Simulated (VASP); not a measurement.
# C (Fd-3m) in VASP: further runs

The runs below take C through single point, with LDA.

Program: VASP 6.6.1. These are calculated values, not measurements. Logs are shortened: lines on timing, memory, paths and dates and some standing lists are left out, and cuts for length are marked.

## (1) The undisturbed crystal

The structure is cubic, space group Fd-3m (No. 227). The conventional cell has a = 3.567 Å, b = 3.567 Å, c = 3.567 Å, α = 90.00°, β = 90.00°, γ = 90.00°. Around C (site symmetry -43m) lie 4 C at 1.54 Å.

This isn't the form of C at room conditions, which is graphite.

## (2) Single point, LDA (grid = ENCUT=400 dk=0.45 cell=3x3x2 ISMEAR=0 SIGMA=0.05 LREAL=False EDIFF=1e-06)

INCAR reads:

```
PREC = Accurate
ENCUT = 400
EDIFF = 1E-6
ISMEAR = 0
SIGMA = 0.05
LREAL = False
LASPH = True
NELM = 120
ALGO = Fast
ISIF = 2
LWAVE = False
LCHARG = False
GGA = CA
NBANDS = 84
NCORE = 1
KPAR = 2
```

KPOINTS reads:

```
Automatic mesh
0
Gamma
  3 3 4
```

POSCAR reads:

```
C
1.0
    0.0000000000      5.3501100000      5.3501100000
    5.3501100000      0.0000000000      5.3501100000
    3.5667400000      3.5667400000      0.0000000000
C
36
Direct
    0.2500000000      0.2500000000      0.3750000000
    0.2500000000      0.2500000000      0.8750000000
    0.2500000000      0.5833333333      0.3750000000
    0.2500000000      0.5833333333      0.8750000000
    0.2500000000      0.9166666667      0.3750000000
    0.2500000000      0.9166666667      0.8750000000
    0.5833333333      0.2500000000      0.3750000000
    0.5833333333      0.2500000000      0.8750000000
    0.5833333333      0.5833333333      0.3750000000
    0.5833333333      0.5833333333      0.8750000000
    0.5833333333      0.9166666667      0.3750000000
    0.5833333333      0.9166666667      0.8750000000
    0.9166666667      0.2500000000      0.3750000000
    0.9166666667      0.2500000000      0.8750000000
    0.9166666667      0.5833333333      0.3750000000
    0.9166666667      0.5833333333      0.8750000000
    0.9166666667      0.9166666667      0.3750000000
    0.9166666667      0.9166666667      0.8750000000
    0.1666666667      0.1666666667      0.2500000000
    0.1666666667      0.1666666667      0.7500000000
    0.1666666667      0.5000000000      0.2500000000
    0.1666666667      0.5000000000      0.7500000000
    0.1666666667      0.8333333333      0.2500000000
    0.1666666667      0.8333333333      0.7500000000
    0.5000000000      0.1666666667      0.2500000000
    0.5000000000      0.1666666667      0.7500000000
    0.5000000000      0.5000000000      0.2500000000
    0.5000000000      0.5000000000      0.7500000000
    0.5000000000      0.8333333333      0.2500000000
    0.5000000000      0.8333333333      0.7500000000
    0.8333333333      0.1666666667      0.2500000000
    0.8333333333      0.1666666667      0.7500000000
    0.8333333333      0.5000000000      0.2500000000
    0.8333333333      0.5000000000      0.7500000000
    0.8333333333      0.8333333333      0.2500000000
    0.8333333333      0.8333333333      0.7500000000
```

Potentials or basis: VASP PAW LDA potentials, release 64 (C).

Launch:

```console
$ cat potpaw_LDA.64/C/POTCAR > POTCAR
$ mpirun -np 4 vasp_std > vasp.out
```

OUTCAR:

```text
PREC = Accurate
   ENCUT = 400
   EDIFF = 1E-6
   ISMEAR = 0
   LREAL = False
   LASPH = True
   NELM = 120
   ISIF = 2
   GGA = CA

 Found     14 irreducible k-points:

 Following reciprocal coordinates:
            Coordinates               Weight
  0.000000  0.000000  0.000000      1.000000
  0.333333  0.000000  0.000000      4.000000
  0.333333  0.333333  0.000000      2.000000
 -0.333333  0.333333  0.000000      2.000000
  0.000000  0.000000  0.250000      2.000000
  0.333333  0.000000  0.250000      4.000000
   k-points           NKPTS =     14   k-points in BZ     NKDIM =     14   number of bands    NBANDS=     84
   number of dos      NEDOS =    301   number of ions     NIONS =     36
   total plane-waves  NPLWV =  90000
   dimension x,y,z NGX =    50 NGY =   50 NGZ =   36
   dimension x,y,z NGXF=   100 NGYF=  100 NGZF=   72
   ions per type =              36
   NGX,Y,Z   is equivalent  to a cutoff of  10.99, 10.99, 11.86 a.u.
   NGXF,Y,Z  is equivalent  to a cutoff of  21.97, 21.97, 23.73 a.u.
 SYSTEM =  unknown system
   PREC   = accura    normal or accurate (medium, high low for compatibility)
   ISTART =      0    job   : 0-new  1-cont  2-samecut
   ICHARG =      2    charge: 1-file 2-atom 10-const
   ISPIN  =      1    spin polarized calculation?
   LNONCOLLINEAR =      F non collinear calculations
   LSORBIT =      F    spin-orbit coupling
   LASPH  =      T    aspherical Exc in radial PAW
   ENCUT  =  400.0 eV  29.40 Ry    5.42 a.u.  12.34 12.34  8.23*2*pi/ulx,y,z
   NELM   =    120;   NELMIN=  2; NELMDL= -5     # of ELM steps
   EDIFF  = 0.1E-05   stopping-criterion for ELM
   LREAL  =      F    real-space projection
   EDIFFG = 0.1E-04   stopping-criterion for IOM
   NSW    =      0    number of steps for IOM
   IBRION =     -1    ionic relax: 0-MD 1-quasi-New 2-CG
   NFREE  =      0    steps in history (QN), initial steepest desc. (CG)
   ISIF   =      2    stress and relaxation
   ISYM   =      2    0-nonsym 1-usesym 2-fastsym
   POTIM  = 0.5000    time-step for ionic-motion
   TEBEG  =    0.0;   TEEND  =   0.0 temperature during run
   PSTRESS=    0.0 pullay stress
   NELECT =     144.0000    total number of electrons
   NUPDOWN=      -1.0000    fix difference up-down
   EMIN   =  10.00;   EMAX   =-10.00  energy-range for DOS
   EFERMI =   0.00;   METHOD = LEGACY
   ISMEAR =     0;   SIGMA  =   0.05  broadening in eV -4-tet -1-fermi 0-gaus
   EFERMI_NEDOS =   21; number of points for ismear=-14 and -15
   IALGO  =     68    algorithm
   IMIX   =      4    mixing-type and parameters
     AMIX     =   0.40;   BMIX     =  1.00
     AMIX_MAG =   1.60;   BMIX_MAG =  1.00
  volume/ion in A,a.u.               =       5.67        38.28
  Fermi-wavevector in a.u.,A,eV,Ry     =   1.457203  2.753714 28.891161  2.123440
  Thomas-Fermi vector in A             =   2.574032
   LORBIT       =      0    0 simple, 1 ext, 2 COOP (PROOUT), +10 PAW based schemes
   GGA     = CA    functional components
   LHFCALC =     F    Hartree Fock is set to
   AEXX    =    0.0000 exact exchange contribution
   IVDW    =     0    specifies the selected vdW correction
   LEPSILON=     F    determine dielectric tensor
   LRPA    =     F    only Hartree local field effects (RPA)
 non-spin polarized calculation
 RMM-DIIS sequential band-by-band and
 Gauss-broadening in eV      SIGMA  =   0.05
  energy-cutoff  :      400.00
  volume of cell :      204.19
 maximum number of plane-waves:      3726
 NGX is ok and might be reduce to    50
   NGX = 25   NGY = 25   NGZ = 17

 number of electron     144.0000012 magnetization

 Free energy of the ion-electron system (eV)
  ---------------------------------------------------
  ext. energy  EPLUGINS =         0.00000000
  ---------------------------------------------------
  free energy    TOTEN  =      -364.44573456 eV

  energy without entropy =     -364.44573456  energy(sigma->0) =     -364.44573456

 E-fermi :  10.0334     XC(G=0): -13.4999

 val. band max:        9.7439260755   @ k =   0.0000   0.0000   0.0000
 cond. band min:      13.8492590970   @ k =   0.0000   0.0000   0.0000
 fundamental gap:      4.1053330215
 Fermi energy:        10.0334009676

 k-point     1 :       0.0000    0.0000    0.0000
  band No.  band energies     occupation
      1     -11.5980      2.00000
      2      -8.5804      2.00000
      3      -8.5804      2.00000
      4      -8.5804      2.00000
      5      -8.5804      2.00000
      6      -7.5797      2.00000
[... 76 lines left out ...]
     83      16.0107      0.00000
     84      17.8367      0.00000

 k-point     2 :       0.3333    0.0000    0.0000
  band No.  band energies     occupation
      1     -11.2568      2.00000
      2     -10.2404      2.00000
      3      -8.9055      2.00000
      4      -8.5694      2.00000
      5      -7.6122      2.00000
      6      -6.8844      2.00000
[... 76 lines left out ...]
     83      16.4531      0.00000
     84      16.7008      0.00000

 k-point     3 :       0.3333    0.3333    0.0000
  band No.  band energies     occupation
      1     -11.1431      2.00000
      2      -9.7900      2.00000
      3      -9.4585      2.00000
      4      -9.4585      2.00000
      5      -7.1014      2.00000
      6      -6.8896      2.00000
[... 76 lines left out ...]
     83      16.7239      0.00000
     84      17.0921      0.00000

 k-point     4 :      -0.3333    0.3333    0.0000
  band No.  band energies     occupation
      1     -10.6905      2.00000
      2     -10.3521      2.00000
      3     -10.3521      2.00000
      4      -8.0330      2.00000
      5      -6.7472      2.00000
      6      -6.7472      2.00000
[... 76 lines left out ...]
     83      16.1348      0.00000
     84      17.3694      0.00000

 k-point     5 :       0.0000    0.0000    0.2500
  band No.  band energies     occupation
      1     -11.1663      2.00000
      2      -8.8997      2.00000
      3      -8.8997      2.00000
      4      -8.6475      2.00000
      5      -8.2908      2.00000
      6      -7.8113      2.00000
[... 76 lines left out ...]
     83      16.3818      0.00000
     84      16.4682      0.00000

 k-point     6 :       0.3333    0.0000    0.2500
  band No.  band energies     occupation
      1     -11.0811      2.00000
      2      -9.4809      2.00000
      3      -9.3146      2.00000
      4      -8.5297      2.00000
      5      -7.9505      2.00000
      6      -7.2611      2.00000
[... 76 lines left out ...]
     83      17.2630      0.00000
     84      17.3197      0.00000

 [... further k-points ...]

------------------------ aborting loop because EDIFF is reached ----------------------------------------

  FORCE on cell =-STRESS in cart. coord.  units (eV):
  Direction    XX          YY          ZZ          XY          YZ          ZX
  --------------------------------------------------------------------------------------
  -------------------------------------------------------------------------------------
  Total      -19.7333403    -19.7333403    -19.7553959      0.0328939     -0.0041058     -0.0041058
  in kB     -154.8404113   -154.8404113   -155.0134739      0.2581064     -0.0322169     -0.0322170
  external PRESSURE =    -154.8980989 kB  Pullay stress =       0.0000000 kB

 VOLUME and BASIS-vectors are now :
 -----------------------------------------------------------------------------
  energy-cutoff  :      400.00
  volume of cell :      204.19
      direct lattice vectors                 reciprocal lattice vectors
     0.000000000  5.350110000  5.350110000    -0.093456022  0.093456022  0.093456022
     5.350110000  0.000000000  5.350110000     0.093456022 -0.093456022  0.093456022
     3.566740000  3.566740000  0.000000000     0.140184034  0.140184034 -0.140184034

 POSITION                                       TOTAL-FORCE (eV/Angst)
 -----------------------------------------------------------------------------------
      2.67505      2.67505      2.67505        -0.000205     -0.000205      0.000023
      4.45843      4.45843      2.67505        -0.000205     -0.000205      0.000023
      4.45842      2.67505      4.45842        -0.000205     -0.000205      0.000023
      6.24179      4.45843      4.45842        -0.000205     -0.000205      0.000023
      6.24180      2.67505      6.24180        -0.000205     -0.000205      0.000023
      8.02517      4.45843      6.24180        -0.000205     -0.000205      0.000023
[... 28 lines left out ...]
      5.35011      5.35011      8.91685         0.000205      0.000205     -0.000023
      7.13348      7.13348      8.91685         0.000205      0.000205     -0.000023
 -----------------------------------------------------------------------------------
    total drift:                                0.000002      0.000002      0.000003

  FREE ENERGIE OF THE ION-ELECTRON SYSTEM (eV)
  ---------------------------------------------------
  free  energy   TOTEN  =      -364.4457345559 eV

  energy  without entropy=     -364.4457345559  energy(sigma->0) =     -364.44573456
```

Wall time 59 s (4 MPI ranks of Intel Xeon Platinum 8488C (Sapphire Rapids), shared host); peak memory 0.2 GiB.

These settings aren't checked as converged: the numbers below hold their error.

What came out:

| Quantity | Value |
| --- | --- |
| Free energy | -364.4457 eV |
| Band gap on the k mesh | 4.11 eV |

Caveat: the cutoff is under 1.25 times the usual one of these potentials, so pressure, stress and relaxed cells hold a basis-set (Pulay) error; an odd mesh through Γ misses points on the zone boundary, where band edges often lie.

## (3) Single point, LDA (grid = ENCUT=400 dk=0.45 cell=3x3x2 ISMEAR=0 SIGMA=0.02 LREAL=Auto EDIFF=1e-06)

INCAR, as its differences from that of step 2:

```diff
@@ -4,4 +4,4 @@
 ISMEAR = 0
-SIGMA = 0.05
-LREAL = False
+SIGMA = 0.02
+LREAL = Auto
 LASPH = True
```

KPOINTS is that of step 2.

POSCAR is that of step 2.

Potentials or basis: VASP PAW LDA potentials, release 64 (C).

Launch:

```console
$ cat potpaw_LDA.64/C/POTCAR > POTCAR
$ mpirun -np 4 vasp_std > vasp.out
```

OUTCAR:

```text
PREC = Accurate
   ENCUT = 400
   EDIFF = 1E-6
   ISMEAR = 0
   LREAL = Auto
   LASPH = True
   NELM = 120
   ISIF = 2
   GGA = CA

 Found     14 irreducible k-points:

 Following reciprocal coordinates:
            Coordinates               Weight
  0.000000  0.000000  0.000000      1.000000
  0.333333  0.000000  0.000000      4.000000
  0.333333  0.333333  0.000000      2.000000
 -0.333333  0.333333  0.000000      2.000000
  0.000000  0.000000  0.250000      2.000000
  0.333333  0.000000  0.250000      4.000000
   k-points           NKPTS =     14   k-points in BZ     NKDIM =     14   number of bands    NBANDS=     84
[... 605 lines left out ...]
  Total      -19.7231505    -19.7231505    -19.7437314      0.0313189     -0.0028691     -0.0028691
  in kB     -154.7604555   -154.7604555   -154.9219471      0.2457480     -0.0225129     -0.0225129
  external PRESSURE =    -154.8142861 kB  Pullay stress =       0.0000000 kB

 VOLUME and BASIS-vectors are now :
 -----------------------------------------------------------------------------
  energy-cutoff  :      400.00
  volume of cell :      204.19
      direct lattice vectors                 reciprocal lattice vectors
     0.000000000  5.350110000  5.350110000    -0.093456022  0.093456022  0.093456022
     5.350110000  0.000000000  5.350110000     0.093456022 -0.093456022  0.093456022
     3.566740000  3.566740000  0.000000000     0.140184034  0.140184034 -0.140184034

 POSITION                                       TOTAL-FORCE (eV/Angst)
 -----------------------------------------------------------------------------------
      2.67505      2.67505      2.67505        -0.000186     -0.000186      0.000015
      4.45843      4.45843      2.67505        -0.000186     -0.000186      0.000015
      4.45842      2.67505      4.45842        -0.000186     -0.000186      0.000015
      6.24179      4.45843      4.45842        -0.000186     -0.000186      0.000015
      6.24180      2.67505      6.24180        -0.000186     -0.000186      0.000015
      8.02517      4.45843      6.24180        -0.000186     -0.000186      0.000015
[... 28 lines left out ...]
      5.35011      5.35011      8.91685         0.000186      0.000186     -0.000015
      7.13348      7.13348      8.91685         0.000186      0.000186     -0.000015
 -----------------------------------------------------------------------------------
    total drift:                                0.000002      0.000002      0.000003

  FREE ENERGIE OF THE ION-ELECTRON SYSTEM (eV)
  ---------------------------------------------------
  free  energy   TOTEN  =      -364.4488520841 eV

  energy  without entropy=     -364.4488520841  energy(sigma->0) =     -364.44885208
```

OSZICAR:

```text
N       E                     dE             d eps       ncg     rms          rms(c)
DAV:   1     0.399030817515E+03    0.39903E+03   -0.66541E+04  2352   0.136E+03
DAV:   2    -0.346081113530E+03   -0.74511E+03   -0.72082E+03  2936   0.283E+02
DAV:   3    -0.377919170000E+03   -0.31838E+02   -0.31637E+02  2696   0.624E+01
DAV:   4    -0.378694233052E+03   -0.77506E+00   -0.77289E+00  2792   0.975E+00
DAV:   5    -0.378712228737E+03   -0.17996E-01   -0.17976E-01  2688   0.150E+00    0.244E+01
RMM:   6    -0.368113266000E+03    0.10599E+02   -0.74474E+00  2408   0.895E+00    0.143E+01
RMM:   7    -0.364399053226E+03    0.37142E+01   -0.12558E+01  2532   0.119E+01    0.289E+00
RMM:   8    -0.364446510367E+03   -0.47457E-01   -0.81527E-01  2567   0.362E+00    0.841E-01
RMM:   9    -0.364445853920E+03    0.65645E-03   -0.23917E-01  2671   0.162E+00    0.277E-01
RMM:  10    -0.364447963017E+03   -0.21091E-02   -0.39278E-02  2663   0.706E-01    0.140E-01
RMM:  11    -0.364448630497E+03   -0.66748E-03   -0.14262E-02  2780   0.350E-01    0.284E-02
RMM:  12    -0.364448785650E+03   -0.15515E-03   -0.17872E-03  2743   0.147E-01    0.125E-02
RMM:  13    -0.364448840225E+03   -0.54575E-04   -0.52476E-04  2688   0.667E-02    0.101E-02
RMM:  14    -0.364448849619E+03   -0.93944E-05   -0.99606E-05  2689   0.303E-02    0.418E-03
RMM:  15    -0.364448851699E+03   -0.20799E-05   -0.23329E-05  2325   0.134E-02    0.238E-03
RMM:  16    -0.364448852084E+03   -0.38531E-06   -0.48202E-06  1923   0.635E-03
   1 F= -.36444885E+03 E0= -.36444885E+03  d E =-.250093E-12
```

Run time: 92 s. Hardware: 4 MPI ranks of Intel Xeon Platinum 8488C (Sapphire Rapids), shared host; peak memory 0.22 GiB.

These settings aren't checked as converged: the numbers below hold their error.

What came out:

| Quantity | Value |
| --- | --- |
| Free energy | -364.4489 eV |
| Band gap on the k mesh | 4.11 eV |

Caveat: the cutoff is under 1.25 times the usual one of these potentials, so pressure, stress and relaxed cells hold a basis-set (Pulay) error; an odd mesh through Γ misses points on the zone boundary, where band edges often lie.

## (4) Single point, LDA (grid = ENCUT=460 dk=0.45 cell=3x3x2 ISMEAR=0 SIGMA=0.05 LREAL=Auto EDIFF=1e-06)

INCAR, as its differences from that of step 3:

```diff
@@ -1,6 +1,6 @@
 PREC = Accurate
-ENCUT = 400
+ENCUT = 460
 EDIFF = 1E-6
 ISMEAR = 0
-SIGMA = 0.02
+SIGMA = 0.05
 LREAL = Auto
```

KPOINTS is that of step 3.

POSCAR is that of step 3.

Potentials or basis: VASP PAW LDA potentials, release 64 (C).

Launch:

```console
$ cat potpaw_LDA.64/C/POTCAR > POTCAR
$ mpirun -np 4 vasp_std > vasp.out
```

OUTCAR:

```text
PREC = Accurate
   ENCUT = 460
   EDIFF = 1E-6
   ISMEAR = 0
   LREAL = Auto
   LASPH = True
   NELM = 120
   ISIF = 2
   GGA = CA

 Found     14 irreducible k-points:

 Following reciprocal coordinates:
            Coordinates               Weight
  0.000000  0.000000  0.000000      1.000000
  0.333333  0.000000  0.000000      4.000000
  0.333333  0.333333  0.000000      2.000000
 -0.333333  0.333333  0.000000      2.000000
  0.000000  0.000000  0.250000      2.000000
  0.333333  0.000000  0.250000      4.000000
   k-points           NKPTS =     14   k-points in BZ     NKDIM =     14   number of bands    NBANDS=     84
[... 605 lines left out ...]
  Total      -15.2151335    -15.2151335    -15.2441829      0.0214674     -0.0025116     -0.0025116
  in kB     -119.3876706   -119.3876706   -119.6156106      0.1684467     -0.0197075     -0.0197074
  external PRESSURE =    -119.4636506 kB  Pullay stress =       0.0000000 kB

 VOLUME and BASIS-vectors are now :
 -----------------------------------------------------------------------------
  energy-cutoff  :      460.00
  volume of cell :      204.19
      direct lattice vectors                 reciprocal lattice vectors
     0.000000000  5.350110000  5.350110000    -0.093456022  0.093456022  0.093456022
     5.350110000  0.000000000  5.350110000     0.093456022 -0.093456022  0.093456022
     3.566740000  3.566740000  0.000000000     0.140184034  0.140184034 -0.140184034

 POSITION                                       TOTAL-FORCE (eV/Angst)
 -----------------------------------------------------------------------------------
      2.67505      2.67505      2.67505        -0.000241     -0.000241      0.000268
      4.45843      4.45843      2.67505        -0.000241     -0.000241      0.000268
      4.45842      2.67505      4.45842        -0.000241     -0.000241      0.000268
      6.24179      4.45843      4.45842        -0.000241     -0.000241      0.000268
      6.24180      2.67505      6.24180        -0.000241     -0.000241      0.000268
      8.02517      4.45843      6.24180        -0.000241     -0.000241      0.000268
[... 28 lines left out ...]
      5.35011      5.35011      8.91685         0.000241      0.000241     -0.000268
      7.13348      7.13348      8.91685         0.000241      0.000241     -0.000268
 -----------------------------------------------------------------------------------
    total drift:                                0.000002      0.000002      0.000003

  FREE ENERGIE OF THE ION-ELECTRON SYSTEM (eV)
  ---------------------------------------------------
  free  energy   TOTEN  =      -364.2841703622 eV

  energy  without entropy=     -364.2841703622  energy(sigma->0) =     -364.28417036
```

Wall time 82 s (4 MPI ranks of Intel Xeon Platinum 8488C (Sapphire Rapids), shared host); peak memory 0.23 GiB.

These settings aren't checked as converged: the numbers below hold their error.

Results:

```yaml
Free_energy: -364.2842 eV
Pressure: -11.9 GPa
Band_gap_on_the_k_mesh: 4.12 eV
```

Caveat: the cutoff is under 1.25 times the usual one of these potentials, so pressure, stress and relaxed cells hold a basis-set (Pulay) error; an odd mesh through Γ misses points on the zone boundary, where band edges often lie.

## (5) The reference run

An earlier run on the cell as given: functional PBE; potentials or basis VASP PAW PBE potentials, release 64 (C); cutoff 520 eV; k mesh 13 × 13 × 13; occupations fermi-dirac, width 0.05 eV; no spin polarisation.

* Pressure: 2.5 GPa
* Band gap on the k mesh: 4.14 eV, indirect (least direct gap 5.59 eV)
